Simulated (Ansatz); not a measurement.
# Ga2O3 (C2/m): the equilibrium volume, part 1 of 2

At what volume is Ga2O3 (C2/m) free of pressure?

Program: Ansatz 0.2.0. Level of theory: DFT PBE, scalar-relativistic, plane waves, PAW. These are calculated values, not measurements.

2 further runs of the same task are left out: 2 set aside as unsound or not needed.

## (1) Starting point

It takes space group C2/m (No. 12, monoclinic). Conventional cell: a = 12.280 Å, b = 3.048 Å, c = 5.817 Å, α = 90.00°, β = 103.76°, γ = 90.00°. Ga (site symmetry m) has 6 O at 1.94 to 2.08 Å as nearest neighbours. Ga (site symmetry m) has 4 O at 1.84 to 1.87 Å as nearest neighbours. O (site symmetry m) is surrounded by 3 Ga at 1.84 to 1.94 Å. O (site symmetry m) is surrounded by 4 Ga at 1.87 to 2.08 Å. O (site symmetry m) has 3 Ga at 1.84 to 1.95 Å as nearest neighbours.

Coordinates:

```
Ga O
1.0
     6.14024   -1.52378    0.00000
     6.14024    1.52378    0.00000
    -1.38413    0.00000    5.65035
Ga O
4 6
Cartesian
  3.2411 0.0000 3.8720
  7.6552 0.0000 1.7783
  10.8854 0.0000 1.1595
  0.0110 0.0000 4.4908
  5.1547 0.0000 4.2001
  5.7416 0.0000 1.4502
  9.5468 0.0000 2.4679
  1.3495 0.0000 3.1824
  1.8691 0.0000 0.6168
  9.0272 0.0000 5.0336
```

## (2) The first run (PBE, 6×6×4 mesh)

File input.yaml:

```yaml
crystal:
  lattice:
    - [6.1402367086, -1.5237836756, 0.0]
    - [6.1402367086, 1.5237836756, 0.0]
    - [-1.3841308865, 0.0, 5.6503488592]
  atoms:
    - { symbol: Ga, position: [0.3411617, 0.3411617, 0.68526966] }
    - { symbol: Ga, position: [0.6588383, 0.6588383, 0.31473034] }
    - { symbol: Ga, position: [0.9095256, 0.9095256, 0.205214] }
    - { symbol: Ga, position: [0.0904744, 0.0904744, 0.794786] }
    - { symbol: O, position: [0.50353087, 0.50353087, 0.74333591] }
    - { symbol: O, position: [0.49646913, 0.49646913, 0.25666409] }
    - { symbol: O, position: [0.82662894, 0.82662894, 0.43676984] }
    - { symbol: O, position: [0.17337106, 0.17337106, 0.56323016] }
    - { symbol: O, position: [0.16450498, 0.16450498, 0.10915408] }
    - { symbol: O, position: [0.83549502, 0.83549502, 0.89084592] }
basis:
  ecutwfc: 420
kpoints:
  mp_grid: { grid: [6, 6, 4] }
hamiltonian:
  xc: pbe
scf:
  occupations: { method: gaussian, width: 0.1 }
output:
  forces: true
  stress: true
  eigenvalues: true
```

Started as:

```sh
$ ansatz run input.yaml --threads 8 --pin off --max-ram 16384MiB --backend cpu --events-out ev --progress --plain --runs-dir out
```

Output:

```text
Warning: RAYON_NUM_THREADS=8 ignored (pool sized by the plan → 8); use --threads N
basis.fft_grid_basis auto: the FFT boxes are laid along the combinations [[1, -1, 0], [0, 1, 0], [0, 0, 1]] of the cell's own vectors, 3.048, 6.326 and 5.817 Å long. The dense box has 24×45×40 points. Along the cell's own vectors, as sized, it would have 45×45×40, 1.88 times as many. Of the 4 symmetry operations that the crystal satisfies within crystal.symmetry.tolerance (time reversal apart; of a slab, those that keep its plane) the dense box along the cell's own vectors carries 4, and the one as laid loses 2 of those. basis.fft_grid_basis: typed keeps the cell's own vectors: state it where this run's energies or levels are differenced outside the engine with another run's, or held beside a run that keeps those vectors.
Engine: ansatz 0.2.0, aarch64-unknown-linux-gnu
Pseudopotentials: kind: paw
Pseudopotential: Ga, paw, valence charge 13, recommended cutoff 420 eV (normal), Ga.paw.azcp
Pseudopotential: O, paw, valence charge 6, recommended cutoff 420 eV (normal), O.paw.azcp
Functional definition: PBE
  parameter kappa = 0.804
  parameter beta = 0.06672455060314922
  exchange = pbe_x(kappa = kappa, mu = beta*pi^2/3)
  correlation = pbe_c(beta = beta)
Crystal: 10 atoms, lattice volume = 105.734 Å³
Basis set: ecut = 420 eV, 2047 PW (Γ), FFT grids on a1−a2, a2, a3, exchange–correlation on 48×90×80 points (8 copies of the dense FFT grid, shifted against one another)
Bands: 54, of which v1, the nominal top of the filled ones, is band 44 counted from 1 (43 counted from 0)
Symmetry: 4 space group operations
Space group: C2/m (ITA 12), of the structure as read, at distance tolerance 4.7e-5 Å
k-points: 47 of 144
Non-local potential: Ga, projectors of the file, l = 0: 2, l = 1: 2, l = 2: 3, l = 3: 1
Non-local potential: O, projectors of the file, l = 0: 2, l = 1: 2, l = 2: 1
PAW form: soft (Blöchl's): semilocal exchange-correlation on the pseudo side does not see the compensation charge
PAW one-centre angular grid: Ga, 590 points (default); XC on 64 Gauss nodes
PAW one-centre angular grid: O, 110 points (default); XC on 64 Gauss nodes
Initial density: superposition of atomic densities (neutral atoms: chi_scale 0, normalization atom), corrected by the library's trained network
Initial wavefunctions: pseudopotential atomic-orbital guess
Functional: x = pbe(κ = 0.804, μ = 0.2195149727645171), c = pbe(β = 0.06672455060314922)
SCF iter   1: F=—  HF=-18540.038535 eV  |F-HF|=—  |Δ(HF+E_count)|=         —  Δρ=1.11e-3  dr2=4.15e-4  ethr=1.77e-3  ⟨swp⟩=5.8  Hψ=9217  notcnv=0  defer=23
preconditioner: auto → Resta (q_TF=auto, 2.646 Å⁻¹)  ε∞=4.7  [insulator: Δε(μ)=2.312 eV  Ē_g=17.728 eV  σ=0.100 eV  W_gap=1.00  n_scr=34 (ndim 8)  ℏωp=33.9 eV  f_vac=0.015  D(μ)=0.00/eV (n_scr^D=0)  ε∞_Penn≈4.7]
SCF iter   2: F=—  HF=-18540.039563 eV  |F-HF|=—  |Δ(HF+E_count)|=   1.03e-3  Δρ=5.88e-4  dr2=1.32e-4  ethr=4.72e-7  ⟨swp⟩=2.8  Hψ=5260  notcnv=0  defer=36
SCF iter   3: F=—  HF=-18540.040006 eV  |F-HF|=—  |Δ(HF+E_count)|=   4.43e-4  Δρ=2.16e-4  dr2=3.54e-5  ethr=1.50e-7  ⟨swp⟩=2.0  Hψ=4416  notcnv=0  defer=1
automatic band count: iteration 3 solves 52 bands in place of 54: the levels show a gap, and the empty bands left out lie too high to hold charge; the band table lists the bands solved (type scf.n_extra_bands for more)
SCF iter   4: F=—  HF=-18540.040112 eV  |F-HF|=—  |Δ(HF+E_count)|=   1.05e-4  Δρ=6.15e-5  dr2=3.55e-6  ethr=4.02e-8  ⟨swp⟩=2.0  Hψ=4134  notcnv=0  defer=1
SCF iter   5: F=—  HF=-18540.040115 eV  |F-HF|=—  |Δ(HF+E_count)|=   2.70e-6  Δρ=2.75e-5  dr2=7.96e-7  ethr=4.03e-9  ⟨swp⟩=2.0  Hψ=3410  notcnv=0  defer=1
SCF iter   6: F=—  HF=-18540.040115 eV  |F-HF|=—  |Δ(HF+E_count)|=   4.24e-7  Δρ=1.49e-5  dr2=1.76e-7  ethr=9.04e-10  ⟨swp⟩=2.0  Hψ=4386  notcnv=0  defer=1
SCF iter   7: F=-18540.040115 eV  HF=-18540.040115 eV  |F-HF|=7.93e-9  |Δ(HF+E_count)|=   3.28e-8  Δρ=3.86e-6  dr2=1.00e-8  ethr=1.14e-10  ⟨swp⟩=6.7  Hψ=9425  notcnv=0
SCF 1 converged in 7 iterations: F = -18540.040115 eV  dr2 = 1.00e-8
SCF converged after 7 iterations
Free energy (F): -18540.040115 eV
Harris-Foulkes:  -18540.040115 eV  (|F-HF|=7.93e-9)
Internal energy: -18540.040115 eV  (E = F + TS)
E sigma→0 (E₀):  -18540.040115 eV
Fermi energy:    9.211587 eV
--- Per-component energies (eV) ---
  E_band       = -104.065889
  E_kinetic    = 1520.483755
  E_local      = -9133.621469  (includes V_loc(G=0)·N_el)
  E_nonlocal   = 2021.305304
  E_hartree    = 4100.831430
  E_xc         = -712.651449
  E_vxc        = -790.451083  (∫ρ·V_xc dr)
  E_paw        = -8942.494920  (= ΣΔE_a)
  E_vpaw       = -1923.461540  (= ΣTr[D̂ρ^β])
  E_aug_tail   = 0.014347  (compensation charges beyond the density's cutoff)
  E_ewald      = -7393.907113
  E_smearing   = -0.000000  (= −TS)
  E_closure    = -0.000000  (closes the sum)
  Σ components = -18540.040115   (vs F -18540.040115, Δ=0.00e0)
--- Forces (eV/Å), atoms counted from 1 ---
  atom   1  Ga     0.02825262    -0.00000000     0.04805170
  atom   2  Ga    -0.02825262     0.00000000    -0.04805170
  atom   3  Ga     0.02058808    -0.00000000    -0.01977872
  atom   4  Ga    -0.02058808     0.00000000     0.01977872
  atom   5  O     -0.00444888    -0.00000000    -0.02235576
  atom   6  O      0.00444888     0.00000000     0.02235576
  atom   7  O      0.01187640    -0.00000000     0.01612995
  atom   8  O     -0.01187640     0.00000000    -0.01612995
  atom   9  O      0.15170127    -0.00000000     0.01430713
  atom  10  O     -0.15170127     0.00000000    -0.01430713
  max |Σ_I F_I| component: 2.78e-17 eV/Å
--- Stress (GPa, compression-positive) ---
        6.644929       0.000000       0.120243
        0.000000       6.993936      -0.000000
        0.120240      -0.000000       6.588074
  P = ⅓ Tr σ = 6.7423 GPa (67.423 kbar)
--- Band table (eV; the first three rows and the last of 47) ---
  k-point 0: bands = ["-10.8062", "-9.6458", "-9.6335", "-9.5342", "-9.0629", "-9.0476", "-4.9003", "-4.8631", "-4.8580", "-4.8087", "-4.6921", "-4.6873", "-4.6757", "-4.6699", "-4.6154", "-4.4893", "-4.4859", "-4.4793", "-4.4469", "-4.4396", "-4.4179", "-4.4117", "-4.3627", "-4.2699", "-4.1201", "-4.0728", "1.0832", "2.1503", "3.3077", "3.9166", "4.5706", "5.4349", "5.5053", "5.8541", "6.0815", "6.1991", "6.4275", "6.4722", "7.1126", "7.3712", "7.3736", "7.5772", "7.7739", "8.0419", "10.3674", "13.6835", "14.7260", "14.7621", "15.8062", "16.7347", "17.3708", "17.4962"]
  k-point 1: bands = ["-10.7018", "-9.8436", "-9.6381", "-9.4520", "-9.1259", "-9.0052", "-4.8836", "-4.8651", "-4.8596", "-4.8054", "-4.7762", "-4.7090", "-4.6711", "-4.6478", "-4.6074", "-4.5067", "-4.4999", "-4.4854", "-4.4849", "-4.4305", "-4.4159", "-4.3903", "-4.3609", "-4.2340", "-4.2238", "-3.8910", "1.3537", "2.4231", "3.0148", "3.9373", "4.7115", "5.4358", "5.6501", "5.7345", "6.0524", "6.0628", "6.2300", "6.4686", "6.8500", "7.1728", "7.3899", "7.4913", "7.6002", "7.7977", "11.3060", "13.8470", "14.4826", "14.9555", "15.6433", "16.5467", "17.3424", "17.8213"]
  k-point 2: bands = ["-10.5412", "-10.0637", "-9.6449", "-9.3929", "-9.1505", "-9.0093", "-4.8663", "-4.8617", "-4.8529", "-4.8402", "-4.7833", "-4.7733", "-4.6505", "-4.6167", "-4.6115", "-4.5312", "-4.5295", "-4.4983", "-4.4626", "-4.4558", "-4.4142", "-4.3595", "-4.3564", "-4.2784", "-4.1986", "-3.7916", "1.9672", "2.1922", "3.0524", "3.8040", "4.8427", "5.3724", "5.5390", "5.8303", "6.0447", "6.0576", "6.1616", "6.4933", "6.5449", "6.6535", "7.4045", "7.4194", "7.5571", "7.7617", "12.7350", "12.8824", "14.7037", "15.2069", "15.7902", "15.8612", "17.8818", "17.9425"]
  k-point 46: bands = ["-10.4118", "-9.9849", "-9.8134", "-9.4817", "-9.2187", "-8.9402", "-4.8816", "-4.8712", "-4.8697", "-4.8529", "-4.8020", "-4.7999", "-4.6765", "-4.6432", "-4.6183", "-4.6140", "-4.5312", "-4.5281", "-4.4806", "-4.4766", "-4.4123", "-4.3995", "-4.3577", "-4.3229", "-3.8218", "-3.6462", "2.3845", "2.6548", "2.8603", "3.4069", "4.4521", "4.9260", "5.1509", "5.3965", "5.6815", "5.9149", "6.2627", "6.8233", "7.1644", "7.3426", "7.4160", "7.4435", "7.4614", "8.0553", "13.1533", "13.2979", "14.2029", "14.5223", "15.0398", "15.6735", "17.7767", "18.2171"]
```

Run time: 1.6 s. Hardware: 8 threads of Arm Neoverse V2, shared host; peak memory 0.67 GiB.

This gives: volume 10.573 Å³/atom, pressure 6.74 GPa, mesh gap 2.31 eV.

(Continued in part 2 of 2.)
